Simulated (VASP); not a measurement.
These are PBEsol GGA, VASP's PBE PAW potentials (set 64) (plane waves; VASP) values and carry that method's errors.

The input files of a VASP run:

File POSCAR:
```
ZrO2
2.5337250
  0.0000000000   1.0000000824   1.0000000824
  1.0000000824   0.0000000000   1.0000000824
  1.0000000824   1.0000000824   0.0000000000
Zr O
1 2
Cartesian
  0.0000000000   0.0000000000   0.0000000000
  0.5000000412   0.5000000412   0.5000000412
  1.5000001236   1.5000001236   1.5000001236
```

### KPOINTS
```
Automatic mesh
0
Gamma
8 8 8
0 0 0
```

**INCAR**
```
ALGO = Normal
EDIFF = 1E-8
ENCUT = 520
GGA = PS
IBRION = 8
ISMEAR = 0
LASPH = .TRUE.
LCHARG = .FALSE.
LEPSILON = .TRUE.
LMAXMIX = 4
LREAL = .FALSE.
LWAVE = .FALSE.
NELM = 100
NSW = 1
PREC = Accurate
SIGMA = 0.01
SYSTEM = ZrO2
```

POTCAR, in this order: Zr_sv O (PBE.64 set). Program: vasp_std.

The run wrote:

OUTCAR:
```


 HEAD OF MICROSCOPIC STATIC DIELECTRIC TENSOR (INDEPENDENT PARTICLE, excluding Hartree and local field effects)
 ------------------------------------------------------
           6.006616    -0.000000     0.000000
           0.000000     6.006616     0.000000
           0.000000    -0.000000     6.006616
 ------------------------------------------------------

 MACROSCOPIC STATIC DIELECTRIC TENSOR (including local field effects in DFT)
 ------------------------------------------------------
           5.848827     0.000000     0.000000
           0.000000     5.848827    -0.000000
          -0.000000     0.000000     5.848827
 ------------------------------------------------------

 PIEZOELECTRIC TENSOR (including local field effects)  for field in x, y, z        (e  Angst)
          XX          YY          ZZ          XY          YZ          ZX
  --------------------------------------------------------------------------------
  x     0.00000     0.00000     0.00000     0.00000     0.00000     0.00000
  y     0.00000     0.00000     0.00000     0.00000     0.00000     0.00000
  z     0.00000     0.00000     0.00000     0.00000     0.00000     0.00000

 PIEZOELECTRIC TENSOR (including local field effects)  for field in x, y, z        (C/m^2)
          XX          YY          ZZ          XY          YZ          ZX
  --------------------------------------------------------------------------------
  x     0.00000     0.00000     0.00000     0.00000     0.00000     0.00000
  y     0.00000     0.00000     0.00000     0.00000     0.00000     0.00000
  z     0.00000     0.00000     0.00000     0.00000     0.00000     0.00000

 BORN EFFECTIVE CHARGES (including local field effects) (in |e|, cummulative output)
 ---------------------------------------------------------------------------------
 ion    1
    1     5.74564     0.00000     0.00000
    2    -0.00000     5.74564     0.00000
    3     0.00000     0.00000     5.74564
 ion    2
    1    -2.87282     0.00000     0.00000
    2     0.00000    -2.87282     0.00000
    3    -0.00000     0.00000    -2.87282
 ion    3
    1    -2.87282     0.00000     0.00000
    2     0.00000    -2.87282     0.00000
    3    -0.00000     0.00000    -2.87282
```
(Selected blocks of OUTCAR.)

### OUTCAR
```
 val. band max:        7.2405075878   @ k =   0.5000   0.5000   0.0000

 cond. band min:      10.5566610472   @ k =   0.0000   0.0000   0.0000


 Fermi energy:         7.3005315603

 k-point     1 :       0.0000    0.0000    0.0000
  band No.  band energies     occupation
      1     -40.6482      2.00000
      2     -18.5114      2.00000
      3     -18.5114      2.00000
      4     -18.5114      2.00000
      5     -10.9639      2.00000
      6      -8.3020      2.00000
      7       1.8767      2.00000
      8       1.8767      2.00000
      9       1.8767      2.00000
     10       6.6952      2.00000
     11       6.6952      2.00000
     12       6.6952      2.00000
     13      10.5567      0.00000
     14      10.5567      0.00000
     15      13.7105      0.00000
     16      16.8041      0.00000

 k-point     2 :       0.1250    0.0000    0.0000
  band No.  band energies     occupation
      1     -40.6407      2.00000
      2     -18.6337      2.00000
      3     -18.5227      2.00000
      4     -18.5227      2.00000
      5     -10.7335      2.00000
      6      -8.4674      2.00000
      7       2.0308      2.00000
      8       2.0308      2.00000
      9       2.3115      2.00000
     10       6.3181      2.00000
     11       6.4029      2.00000
     12       6.4029      2.00000
     13      10.8607      0.00000
     14      10.8607      0.00000
     15      14.1876      0.00000
     16      16.2523      0.00000

 k-point     3 :       0.2500    0.0000    0.0000
  band No.  band energies     occupation
      1     -40.6225      2.00000
      2     -18.9075      2.00000
      3     -18.5497      2.00000
      4     -18.5497      2.00000
      5     -10.2437      2.00000
      6      -8.7561      2.00000
      7       2.4074      2.00000
      8       2.4074      2.00000
      9       3.3288      2.00000
     10       5.5720      2.00000
     11       5.8992      2.00000
     12       5.8992      2.00000
     13      11.2943      0.00000
...
```

The structure comes from a computed database's ZrO2 entry (Fm-3m); how it stands against other phases isn't given here. It was relaxed first.
